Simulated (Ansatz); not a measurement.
Results of LDA (plane waves, PAW; Ansatz, a quantum-chemistry and plane-wave program) for cubic perovskite LaAlO3 (cubic high-temperature phase).

Settings: plane-wave cutoff 520 eV, 10×10×10 k mesh, Fermi–Dirac smearing 0.01 eV, scalar-relativistic PAW data made under PBE.

The cell has the measured lattice: a = 3.8100 Å, b = 3.8100 Å, c = 3.8100 Å, α = 90.00°, β = 90.00°, γ = 90.00°.

Estimate the band gap and smallest direct gap on the k points sampled that the calculation returns.


- band gap = 3.41 eV
- smallest direct gap on the k points sampled = 3.53 eV

Note: held by symmetry at 0 K, a high-temperature phase can be a saddle point; cell and atoms aren't relaxed at this level (pressure -11.3 GPa).

Spin–orbit coupling is not included.

Static lattice: no zero-point or thermal effects.

Cost on a shared machine: roughly 5 core-seconds.
